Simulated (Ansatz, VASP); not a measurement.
Mn in VASP and in Ansatz

```
Mn
1.0
     2.45505    0.00000    0.00000
    -1.22752    2.12613    0.00000
     0.00000    0.00000    7.91764
Mn
4
Direct
  0.00000 0.00000 0.00000
  0.00000 0.00000 0.50000
  0.33333 0.66667 0.25000
  0.66667 0.33333 0.75000
```

Alike in both runs: functional PBEsol; k mesh 14 × 14 × 4; occupations fermi-dirac, width 0.1 eV; no spin polarisation.

Ansatz relaxed the structure, and its values are those at the end. VASP's run is a single point on that final structure, the one shown.

```csv
,VASP,Ansatz
version,VASP 6.6.1,Ansatz 0.2.0
potentials or method,"VASP PAW PBE potentials, release 64 (Mn_pv)","plane waves (420 eV) with PAW, scalar-relativistic"
plane-wave cutoff (eV),520,420
valence electrons in the cell,52,60
```

```tsv
	VASP	Ansatz	Ansatz less VASP
pressure (GPa)	-0.1	0.0	+0.08
```

With one functional, cell and mesh, what is left measures potentials, basis and numerics. The two sets of potentials don't hold the same shells in valence. Ansatz warned: «pseudo_functional_mismatch».

Caveats: the PAW data sets were made with another functional, which shifts forces and pressure a little (VASP); the run has no spin polarisation, though such a crystal can be magnetic. Spin polarisation is off, so any magnetic state and its effect on volume and gap are missing.
